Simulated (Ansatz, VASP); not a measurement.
# Two plane-wave programs on PbS (Galena)

```
Pb S
1.0
     0.00000    2.90521    2.90521
     2.90521    0.00000    2.90521
     2.90521    2.90521    0.00000
Pb S
1 1
Direct
  0.00000 0.00000 0.00000
  0.50000 0.50000 0.50000
```

Alike in both runs: task single point; functional LDA; k mesh 8 × 8 × 8; occupations fermi-dirac, width 0.05 eV; non-collinear spin, spin-orbit coupling.

```csv
,VASP,Ansatz
version,VASP 6.6.1,Ansatz 0.2.0
potentials or method,"VASP PAW LDA potentials, release 64 (Pb_d, S)",Ansatz PAW
plane-wave cutoff (eV),520,420
valence electrons in the cell,20,20
```

Ansatz gave:

| Property | Result |
| --- | --- |
| gap on the k mesh at the Fermi level (eV) | 0.46 |
| least direct gap on the mesh (eV) | 0.46 |
| pressure (GPa) | 0.5 |
| net moment per atom (μB) | 0.00 |

Problem. Estimate VASP's values.

Solution. gap on the k mesh at the Fermi level (eV): 0.38; least direct gap on the mesh (eV): 0.38; pressure (GPa): 0.7; net moment per atom (μB): 0.00.

Caveats: the PAW data sets come from PBE, with cores solved anew for the run's functional, which leaves a small shift of forces and pressure (Ansatz).
